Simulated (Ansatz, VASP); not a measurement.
## Two plane-wave programs on InP

```
In P
1.0
     3.86019    0.00000    0.00000
     0.00000    3.86019    0.00000
     0.00000    0.00000   22.45913
In P
3 3
Direct
  0.50000 0.50000 0.37847
  0.00000 0.00000 0.50047
  0.50000 0.50000 0.61633
  0.00000 0.00000 0.37847
  0.50000 0.50000 0.49804
  0.00000 0.00000 0.62316
```

Alike in both runs: functional PBEsol; k mesh 8 × 8 × 1; occupations gaussian, width 0.1 eV; no spin polarisation.

Ansatz relaxed the structure, and its values are those at the end. VASP's run is a single point on that final structure, the one shown.

|  | VASP | Ansatz |
| --- | --- | --- |
| version | VASP 6.6.1 | Ansatz 0.2.0 |
| potentials or method | VASP PAW PBE potentials, release 64 (In_d, P) | scalar-relativistic, plane waves, PAW |
| plane-wave cutoff (eV) | 520 | 420 |
| valence electrons in the cell | 54 | 54 |

```csv
,VASP,Ansatz,Ansatz less VASP
gap on the k mesh at the Fermi level (eV),none,none,-
rms of the force components (eV/Å),0.072,0.072,-0.0007
```

A gap of «none» marks a metal or a gap that the smearing closes. Ansatz warned: «xc_potential_rough_in_thin_density».

Caveats: the PAW data sets were made with another functional, which shifts forces and pressure a little (VASP).
